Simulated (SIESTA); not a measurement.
NbAs:

```xyz
4
Lattice="-1.7259 1.7259 5.8400 1.7259 -1.7259 5.8400 1.7259 1.7259 -5.8400" Properties=species:S:1:pos:R:3 pbc="T T T"
Nb    0.0000    1.7259    0.0000
Nb    0.0000    0.0000    8.7600
As    0.0000    1.7259    4.8589
As    0.0000    0.0000    1.9389
```

* Program: SIESTA 5.4.2
* Task: single point
* Functional: PBE
* Potentials or basis: PseudoDojo 0.4 standard (PBE files)
* Basis: DZP (energy shift 0.003 Ry; two zetas on semicore shells)
* Grid cutoff: 800 Ry
* Energy shift: 0.003 Ry
* k mesh: 11 × 11 × 11
* Occupations: fermi-dirac, width 0.05 eV
* Spin: no spin polarisation

On this cell: pressure 6.1 GPa; largest force 0.346 eV/Å; band gap on the k mesh none (metal or under the smearing width).

The same run follows on a disturbed copy (atoms moved at random, drawn with an rms of 0.05 Å):

```
Nb As
1.0
    -1.72585    1.72585    5.84000
     1.72585   -1.72585    5.84000
     1.72585    1.72585   -5.84000
Nb As
2 2
Direct
  0.50646 0.99884 0.51287
  0.75111 0.75966 0.00702
  0.89341 0.42102 0.49657
  0.15960 0.17012 0.00200
```

**Question.** What does the disturbed cell give?

**Answer.** The energy (extrapolated to zero smearing) moves by +35.5 meV/atom; pressure 7.0 GPa; largest force 1.701 eV/Å; band gap on the k mesh none (metal or under the smearing width).

Forces on the atoms (eV/Å):
```
Nb   0.318 -1.054 -0.119
Nb   0.022 -0.008 -1.675
As  -0.402  0.719  1.488
As   0.063  0.344  0.306
```

Stress tensor (GPa, compression positive):
```
 8.09 -0.25  0.20
-0.25  4.47 -0.79
 0.20 -0.79  8.49
```

Caveats: the basis of atomic orbitals isn't converged, which shifts pressures, moduli and gaps.
